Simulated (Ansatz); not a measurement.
The system is BaTiO3.

```
CELL_PARAMETERS angstrom
3.99980 0.00000 0.00000
0.00000 3.99980 0.00000
0.00000 0.00000 4.01800
ATOMIC_POSITIONS crystal
Ba 0.99557 0.99064 0.00350
Ti 0.50254 0.49192 0.46877
O 0.47922 0.51432 0.00641
O 0.50273 0.00330 0.50938
O 0.01995 0.49981 0.53994
```

The cell isn't the ideal one: all atoms moved at random, sigma 0.05 Å a component.

Base run:

| Item | Value |
| --- | --- |
| Program | Ansatz 0.2.0 |
| Functional | r2SCAN |
| Potentials or basis | Ansatz PAW |
| Cutoff | 500 eV (not typed: the program's choice for these potentials) |
| k mesh | 7 × 7 × 7 |
| Occupations | fermi-dirac, width 0.05 eV |
| Spin | no spin polarisation |

Its results: band gap on the k mesh 2.36 eV, indirect (least direct gap 2.60 eV); pressure -0.1 GPa; largest force 1.464 eV/Å.

Problem. The run is repeated on the same cell with these changes: functional from r2SCAN to PBEsol; cutoff from 500 eV (not typed: the program's choice for these potentials) to 420 eV (not typed: the program's choice for these potentials). What comes out?

Solution. Band gap on the k mesh 1.97 eV, indirect (least direct gap 2.20 eV); pressure -3.2 GPa; largest force 1.333 eV/Å.

r2SCAN gives the wider gap, since meta-GGAs in the generalised Kohn-Sham scheme recover part of the derivative discontinuity.

Caveats: the k mesh misses the band edges, so the gap on the mesh is wider than the one along the path; spin-orbit coupling is left out, which moves the levels of the heavy elements; the PAW data sets come from PBE, with cores solved anew for the run's functional, which leaves a small shift of forces and pressure; forces of over 1 eV/Å show positions far from the minimum, so gaps and moduli don't describe the material at rest.
